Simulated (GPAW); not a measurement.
MnO:

```
Mn O
1.0
     0.00000    2.22200    2.22200
     2.22200    0.00000    2.22200
     2.22200    2.22200    0.00000
Mn O
1 1
Direct
  0.00000 0.00000 0.00000
  0.50000 0.50000 0.50000
```

Base run:

- Program: GPAW 26.7.0
- Functional: r2SCAN
- Potentials or basis: GPAW PAW data sets (gpaw-data 1.2.1)
- Cutoff: 800 eV
- Basis: pw
- k mesh: 7 × 7 × 7
- Occupations: fermi-dirac, width 0.05 eV
- Spin: collinear spin, ferromagnetic start
- Starting moments: [4.0, 0.0] μB
- Hubbard terms: Mn d U = 8 eV

Its results: band gap on the k mesh 1.76 eV, indirect (least direct gap 3.34 eV); pressure 9.2 GPa; net moment 5.00 μB per cell; site moments Mn +4.65; O +0.09 μB.

After a change of settings the same cell gave: band gap on the k mesh 0.45 eV, indirect (least direct gap 3.21 eV); pressure 5.4 GPa; net moment 5.00 μB per cell; site moments Mn +4.51; O +0.17 μB. Which change was it?
A. hubbard terms from Mn d U = 8 eV to Mn d U = 2 eV
B. hubbard terms from Mn d U = 8 eV to Mn d U = 4 eV
C. hubbard terms from Mn d U = 8 eV to none

A.

Caveats: the PAW data sets were made with another functional, which shifts forces and pressure a little; an odd mesh through Γ misses points on the zone boundary, where band edges often lie; a cell with one magnetic atom can't hold antiferromagnetic order, which such compounds often take.

Runs at the PBE level aren't shown here.
